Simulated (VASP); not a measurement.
# Rh (P1) in VASP: reference runs

Aim: a first look at Rh with PBE, on the cell as given.

Program: VASP 6.6.1. These are calculated values, not measurements. Logs are shortened: lines on timing, memory, paths and dates and some standing lists are left out, and cuts for length are marked.

### 1 The cell of the first run

The typed cell holds 4 atoms: a = 3.107 Å, b = 2.802 Å, c = 7.154 Å, α = 82.17°, β = 94.73°, γ = 120.45°.

This isn't the form of Rh at room conditions, which is fcc.

### 2 Single point, PBE (cell sheared at random, sigma 0.1, atoms nudged by 0.01 Å)

INCAR reads:

```
ALGO     = Normal         # electronic algorithm
EDIFF    = 1E-7           # SCF threshold, eV
ENCUT    = 520            # plane-wave cutoff, eV
GGA      = PE             # functional
ISIF     = 2              # what is computed and relaxed
ISMEAR   = -1             # smearing method
LASPH    = T              # aspherical terms in the spheres
LCHARG   = F              # write CHGCAR
LREAL    = F              # projectors in reciprocal space
LWAVE    = F              # write WAVECAR
NBANDS   = 38             # bands
NELM     = 80             # most SCF steps
PREC     = Accurate       # precision mode
SIGMA    = 0.05           # smearing width, eV
```

KPOINTS reads:

```
k-points
0
Gamma
  10 11 4
```

POSCAR reads:

```
Rh
1.0
    3.1039287500      0.0835919300     -0.1082129900
   -1.4795716400      2.3735625700      0.1674081100
   -0.3536983000      0.4276210200      7.1328960000
Rh
4
Direct
    0.9928434800      0.9913238500      0.0003700100
    0.3354022500      0.6668559100      0.2515807400
    0.9961814200      0.0037929900      0.4977627800
    0.6755728500      0.3380272400      0.7502864800
```

Potentials or basis: VASP PAW PBE potentials, release 64 (Rh_pv).

Run with:

```console
$ cat potpaw_PBE.64/Rh_pv/POTCAR > POTCAR
$ mpirun -np 1 vasp_std > vasp.out
```

OUTCAR:

```text
EDIFF = 1E-7
   ENCUT = 520
   GGA = PE
   ISIF = 2
   ISMEAR = -1
   LASPH = T
   LREAL = F
   NELM = 80
   PREC = Accurate

 ion  position               nearest neighbor table
   1  0.993  0.991  0.000-   4 2.31   2 2.33   4 2.51   2 2.55   2 2.55   4 2.59
   2  0.335  0.667  0.252-   3 2.26   1 2.33   3 2.47   1 2.55   1 2.55   3 2.62
   3  0.996  0.004  0.498-   2 2.26   4 2.29   2 2.47   4 2.53   4 2.61   2 2.62
   4  0.676  0.338  0.750-   3 2.29   1 2.31   1 2.51   3 2.53   1 2.59   3 2.61

  LATTYP: Found a triclinic cell.
 ALAT       =     4.8381958690
 B/A-ratio  =     0.5791323869
 C/A-ratio  =     1.5750289955
 COS(alpha) =     0.0330818508
 COS(beta)  =     0.2302120424
 COS(gamma) =     0.8327958997

  Lattice vectors:

 A1 = (  -0.1447854700,  -4.8307170700,  -0.2266032300)
 A2 = (   1.4795716400,  -2.3735625700,  -0.1674081100)
 A3 = (  -1.9780554100,  -2.0295334800,   7.0737008800)

Analysis of symmetry for initial positions (statically):
=====================================================================
 Subroutine PRICEL returns:
 Original cell was already a primitive cell.

 Routine SETGRP: Setting up the symmetry group for a
 triclinic supercell.

 Subroutine GETGRP returns: Found  1 space group operations
 (whereof  1 operations were pure point group operations)
 out of a pool of  2 trial point group operations.

The static configuration has the point symmetry C_1 .

Analysis of symmetry for dynamics (positions and initial velocities):
=====================================================================
 Subroutine PRICEL returns:
 Original cell was already a primitive cell.

 Routine SETGRP: Setting up the symmetry group for a
 triclinic supercell.

 Subroutine GETGRP returns: Found  1 space group operations
 (whereof  1 operations were pure point group operations)
 out of a pool of  2 trial point group operations.

The dynamic configuration has the point symmetry C_1 .

 Subroutine INISYM returns: Found  1 space group operations
 (whereof  1 operations are pure point group operations),
 and found     1 'primitive' translations

----------------------------------------------------------------------------------------

                                     Primitive cell

  volume of cell :      53.1833

  direct lattice vectors                    reciprocal lattice vectors
     3.103928750  0.083591930 -0.108212990     0.316993757  0.197325291  0.003888983
    -1.479571640  2.373562570  0.167408110    -0.012081352  0.415576099 -0.025513092
    -0.353698300  0.427621020  7.132896000     0.005092652 -0.006759898  0.140853300

  length of vectors
     3.106939225  2.801955922  7.154450892     0.373413225  0.416533757  0.141107347

  position of ions in fractional coordinates (direct lattice)
     0.992843480  0.991323850  0.000370010
     0.335402250  0.666855910  0.251580740
     0.996181420  0.003792990  0.497762780
     0.675572850  0.338027240  0.750286480

  ion indices of the primitive-cell ions
   primitive index   ion index
                 1           1
                 2           2
                 3           3
                 4           4

----------------------------------------------------------------------------------------

 KPOINTS: k-points

Automatic generation of k-mesh.
 Grid dimensions read from file:
 generate k-points for:   10   11    4

 Generating k-lattice:

  Cartesian coordinates                     Fractional coordinates (reciprocal lattice)
     0.031699376  0.019732529  0.000388898     0.100000000  0.000000000 -0.000000000
    -0.001098305  0.037779645 -0.002319372     0.000000000  0.090909091  0.000000000
     0.001273163 -0.001689975  0.035213325    -0.000000000  0.000000000  0.250000000

  Length of vectors
     0.037341323  0.037866705  0.035276837

  Shift w.r.t. Gamma in fractional coordinates (k-lattice)
     0.000000000  0.000000000  0.000000000

 Subroutine IBZKPT returns following result:
 ===========================================

 Found    222 irreducible k-points:

 Following reciprocal coordinates:
            Coordinates               Weight
  0.000000  0.000000  0.000000      1.000000
  0.100000  0.000000  0.000000      2.000000
  0.200000  0.000000  0.000000      2.000000
  0.300000  0.000000  0.000000      2.000000
  0.400000  0.000000  0.000000      2.000000
  0.500000 -0.000000  0.000000      1.000000
[... 16 lines left out ...]
 -0.400000  0.181818  0.000000      2.000000
 -0.300000  0.181818  0.000000      2.000000
 [... further k-points ...]
   k-points           NKPTS =    222   k-points in BZ     NKDIM =    222   number of bands    NBANDS=     38
   number of dos      NEDOS =    301   number of ions     NIONS =      4
   total plane-waves  NPLWV =  31104
   dimension x,y,z NGX =    24 NGY =   24 NGZ =   54
   dimension x,y,z NGXF=    48 NGYF=   48 NGZF=  108
   ions per type =               4
   NGX,Y,Z   is equivalent  to a cutoff of  12.84, 14.24, 12.55 a.u.
   NGXF,Y,Z  is equivalent  to a cutoff of  25.68, 28.48, 25.10 a.u.
 SYSTEM =  unknown system
   PREC   = accura    normal or accurate (medium, high low for compatibility)
   ISTART =      0    job   : 0-new  1-cont  2-samecut
   ICHARG =      2    charge: 1-file 2-atom 10-const
   ISPIN  =      1    spin polarized calculation?
   LNONCOLLINEAR =      F non collinear calculations
   LSORBIT =      F    spin-orbit coupling
   LASPH  =      T    aspherical Exc in radial PAW
   ENCUT  =  520.0 eV  38.22 Ry    6.18 a.u.   5.78  5.21 13.30*2*pi/ulx,y,z
   NELM   =     80;   NELMIN=  2; NELMDL= -5     # of ELM steps
   EDIFF  = 0.1E-06   stopping-criterion for ELM
   LREAL  =      F    real-space projection
   EDIFFG = 0.1E-05   stopping-criterion for IOM
   NSW    =      0    number of steps for IOM
   IBRION =     -1    ionic relax: 0-MD 1-quasi-New 2-CG
   NFREE  =      0    steps in history (QN), initial steepest desc. (CG)
   ISIF   =      2    stress and relaxation
   ISYM   =      2    0-nonsym 1-usesym 2-fastsym
   POTIM  = 0.5000    time-step for ionic-motion
   TEBEG  =    0.0;   TEEND  =   0.0 temperature during run
   PSTRESS=    0.0 pullay stress
   NELECT =      60.0000    total number of electrons
   NUPDOWN=      -1.0000    fix difference up-down
   EMIN   =  10.00;   EMAX   =-10.00  energy-range for DOS
   EFERMI =   0.00;   METHOD = LEGACY
   ISMEAR =    -1;   SIGMA  =   0.05  broadening in eV -4-tet -1-fermi 0-gaus
   EFERMI_NEDOS =   21; number of points for ismear=-14 and -15
   IALGO  =     38    algorithm
   IMIX   =      4    mixing-type and parameters
     AMIX     =   0.40;   BMIX     =  1.00
     AMIX_MAG =   1.60;   BMIX_MAG =  1.00
  volume/ion in A,a.u.               =      13.30        89.72
  Fermi-wavevector in a.u.,A,eV,Ry     =   1.704250  3.220566 39.517699  2.904469
  Thomas-Fermi vector in A             =   2.783688
   LORBIT       =      0    0 simple, 1 ext, 2 COOP (PROOUT), +10 PAW based schemes
   GGA     = PE    functional components
   LHFCALC =     F    Hartree Fock is set to
   AEXX    =    0.0000 exact exchange contribution
   IVDW    =     0    specifies the selected vdW correction
   LEPSILON=     F    determine dielectric tensor
   LRPA    =     F    only Hartree local field effects (RPA)
 non-spin polarized calculation
  energy-cutoff  :      520.00
  volume of cell :       53.18
 maximum number of plane-waves:      1457
   NGX = 11   NGY = 11   NGZ = 27

 number of electron      59.9999997 magnetization

 Free energy of the ion-electron system (eV)
  ---------------------------------------------------
  ext. energy  EPLUGINS =         0.00000000
  ---------------------------------------------------
  free energy    TOTEN  =       -25.37827036 eV

  energy without entropy =      -25.32157978  energy(sigma->0) =      -25.34992507

 E-fermi :  12.5819     XC(G=0): -14.1511

 val. band max:       12.5810334977   @ k =   0.3000   0.0909   0.5000
 cond. band min:      12.5843733147   @ k =   0.4000  -0.2727   0.2500
 fundamental gap:      0.0033398171
 Fermi energy:        12.5818753700

 k-point     1 :       0.0000    0.0000    0.0000
  band No.  band energies     occupation
      1     -35.2892      2.00000
      2     -34.6066      2.00000
      3     -34.4486      2.00000
      4     -34.1254      2.00000
      5     -34.0999      2.00000
      6     -34.0094      2.00000
[... 30 lines left out ...]
     37      25.4768      0.00000
     38      26.3965      0.00000

 k-point     2 :       0.1000    0.0000    0.0000
  band No.  band energies     occupation
      1     -35.2780      2.00000
      2     -34.6324      2.00000
      3     -34.4777      2.00000
      4     -34.1630      2.00000
      5     -34.1160      2.00000
      6     -34.0107      2.00000
[... 30 lines left out ...]
     37      25.4471      0.00000
     38      26.2981      0.00000

 k-point     3 :       0.2000    0.0000    0.0000
  band No.  band energies     occupation
      1     -35.2533      2.00000
      2     -34.7020      2.00000
      3     -34.5275      2.00000
      4     -34.2277      2.00000
      5     -34.1081      2.00000
      6     -34.0444      2.00000
[... 30 lines left out ...]
     37      23.8300      0.00000
     38      25.5922      0.00000

 k-point     4 :       0.3000    0.0000    0.0000
  band No.  band energies     occupation
      1     -35.2357      2.00000
      2     -34.7905      2.00000
      3     -34.5372      2.00000
      4     -34.2586      2.00000
      5     -34.1326      2.00000
      6     -34.0635      2.00000
[... 30 lines left out ...]
     37      22.2303      0.00000
     38      23.7485      0.00000
[... 703 lines left out ...]
      4     -34.2892      2.00000
      5     -34.2540      2.00000
      6     -34.1467      2.00000
[... 30 lines left out ...]
     37      22.1706      0.00000
     38      22.2241      0.00000

 k-point    23 :      -0.4000    0.1818    0.0000
  band No.  band energies     occupation
      1     -35.1480      2.00000
      2     -34.9483      2.00000
      3     -34.4825      2.00000
      4     -34.2638      2.00000
      5     -34.1973      2.00000
      6     -34.1403      2.00000
[... 30 lines left out ...]
     37      23.1653      0.00000
     38      23.3043      0.00000

 k-point    24 :      -0.3000    0.1818    0.0000
  band No.  band energies     occupation
      1     -35.1659      2.00000
      2     -34.9153      2.00000
      3     -34.4385      2.00000
      4     -34.2410      2.00000
      5     -34.1395      2.00000
      6     -34.1221      2.00000
[... 30 lines left out ...]
     37      23.9854      0.00000
     38      24.5198      0.00000

 [... further k-points ...]

------------------------ aborting loop because EDIFF is reached ----------------------------------------

  FORCE on cell =-STRESS in cart. coord.  units (eV):
  Direction    XX          YY          ZZ          XY          YZ          ZX
  --------------------------------------------------------------------------------------
  -------------------------------------------------------------------------------------
  Total        9.6127338     10.6355607     27.7659654     -0.3928244     -6.9720114      4.9671665
  in kB      289.5888695    320.4020883    836.4649104    -11.8340497   -210.0356599    149.6386111
  external PRESSURE =     482.1519561 kB  Pullay stress =       0.0000000 kB

 VOLUME and BASIS-vectors are now :
 -----------------------------------------------------------------------------
  energy-cutoff  :      520.00
  volume of cell :       53.18
      direct lattice vectors                 reciprocal lattice vectors
     3.103928750  0.083591930 -0.108212990     0.316993757  0.197325291  0.003888983
    -1.479571640  2.373562570  0.167408110    -0.012081352  0.415576099 -0.025513092
    -0.353698300  0.427621020  7.132896000     0.005092652 -0.006759898  0.140853300

 POSITION                                       TOTAL-FORCE (eV/Angst)
 -----------------------------------------------------------------------------------
      1.61485      2.43612      0.06116         0.214783      0.038954      0.267243
     -0.03458      1.71844      1.86984         0.908952      1.479136     -1.026247
      2.91041      0.30513      3.44333         0.146326     -0.152663      0.630370
      1.33142      1.17964      5.33520        -1.270061     -1.365426      0.128635
 -----------------------------------------------------------------------------------
    total drift:                               -0.000017     -0.000116      0.000066

  FREE ENERGIE OF THE ION-ELECTRON SYSTEM (eV)
  ---------------------------------------------------
  free  energy   TOTEN  =       -25.3782703621 eV

  energy  without entropy=      -25.3215797760  energy(sigma->0) =      -25.34992507
```

Wall time 5.8 min (1 thread of Intel Xeon Platinum 8375C at 2.90GHz (Ice Lake), shared host); peak memory 0.41 GiB.

What came out:

- Free energy: -25.3783 eV
- Pressure: 48.2 GPa
- Largest force: 2.017 eV/Å
- Band gap on the k mesh: none (metal or under the smearing width)

Forces on the atoms (eV/Å):
```
Rh   0.215  0.039  0.267
Rh   0.909  1.479 -1.026
Rh   0.146 -0.153  0.630
Rh  -1.270 -1.365  0.129
```

Levels at points of the mesh, in eV from the Fermi level:
| k point | band 27 | band 28 | band 29 | band 30 | band 31 | band 32 | band 33 | band 34 |
| --- | --- | --- | --- | --- | --- | --- | --- | --- |
| (0.00, 0.00, 0.00) | -1.84 | -1.78 | -1.63 | -1.44 | -0.60 | 0.29 | 0.53 | 1.69 |
| (0.50, 0.00, 0.00) | -0.71 | -0.53 | -0.19 | 0.14 | 0.42 | 0.70 | 1.77 | 2.13 |
| (0.00, 0.00, 0.50) | -1.27 | -0.97 | -0.62 | -0.33 | -0.08 | 0.22 | 0.77 | 1.01 |
| (0.50, 0.00, 0.50) | -0.85 | -0.78 | -0.52 | -0.49 | 0.66 | 0.85 | 1.47 | 1.68 |

Caveat: a pressure of tens of GPa on the cell as given is suspect, and the run, the potentials or the cell itself is likely at fault; forces of over 1 eV/Å show positions far from the minimum, so gaps and moduli don't describe the material at rest.
